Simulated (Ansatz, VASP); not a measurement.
## One calculation of Zr, two programs

```
CELL_PARAMETERS angstrom
-1.70841 1.70841 1.70841
1.70841 -1.70841 1.70841
1.70841 1.70841 -1.70841
ATOMIC_POSITIONS crystal
Zr 0.00000 0.00000 0.00000
```

Alike in both runs: task relaxation of cell and atoms; functional PBEsol; k mesh 8 × 8 × 8; occupations gaussian, width 0.1 eV; no spin polarisation.

```csv
,VASP,Ansatz
version,VASP 6.6.1,Ansatz 0.2.0
potentials or method,"VASP PAW PBE potentials, release 64 (Zr_sv)","scalar-relativistic, plane waves, PAW"
plane-wave cutoff (eV),600,420
valence electrons in the cell,12,12
```

|  | VASP | Ansatz | Ansatz less VASP |
| --- | --- | --- | --- |
| gap on the k mesh at the Fermi level, each at its own relaxed structure (eV) | none | none | - |
| relaxed volume (Å³/atom) | 22.02 | 22.08 | +0.057 |
| relaxed cell length with the largest relative difference (Å) | 3.058 | 3.061 | +0.0026 |
| energy change over the relaxation (meV/atom) | -64 | -63 | +1.3 |

A gap of «none» marks a metal or a gap that the smearing closes.

Caveats: the PAW data sets were made with another functional, which shifts forces and pressure a little (VASP). Zero-point motion and thermal expansion aren't in these numbers.
